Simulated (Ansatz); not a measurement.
Rh: energy along a strain

Rh, P6_3/mmc, a = 2.725 Å, c = 4.385 Å. This isn't the element's structure at ambient conditions. Ansatz: PBE, PAW, 420 eV, Γ-centred 24×24×14 mesh on 2 atoms, Gaussian smearing 0.15 eV; no spin polarisation. Cell vectors (Å): 2.725 0.000 0.000; -1.362 2.360 0.000; 0.000 0.000 4.385. The cell is strained by x per cent times the pattern (1 1 0 0 0 0) in the order xx yy zz yz xz xy (engineering shears), with fractional coordinates held. y is the free energy over the start, V0 = 14.097 Å³/atom.

```
x (%) y (meV/atom)
-6.00             ?
-4.50        122.71
-3.00         51.29
-1.50         12.02
 0.00          0.00
 1.50         10.96
 3.00         41.19
 4.50         87.46
 5.25        115.73
 6.00        146.99
```

Question: Fit y = c2 x² + c3 x³ to the other rows, get the stiffness along the pattern, and predict the missing energy.

Answer: Least squares on the rows shown. y = 5.1943 x² − 0.18790 x³. The clamped-ion stiffness p·C·p = 2 × 51.94 eV × 160.2 / 14.097 Å³ = 1181 GPa. At x = -6.00 the fit asked for gives 227.58 meV/atom. The run gave 232.03 meV/atom, so the fit is 4.45 meV/atom too low, 1.9 % of the span of the series, against an rms of 0.44 meV/atom on the fitted rows. The row lies outside the fitted range. With a term in x⁴ added, a fit to the same known rows predicts 230.48 meV/atom, so most of the miss is curvature that the known rows already hold.

Cost: 10 runs of about 1.5 core-minutes in all, on Intel Xeon Gold 6455B (Sapphire Rapids) (shared hosts).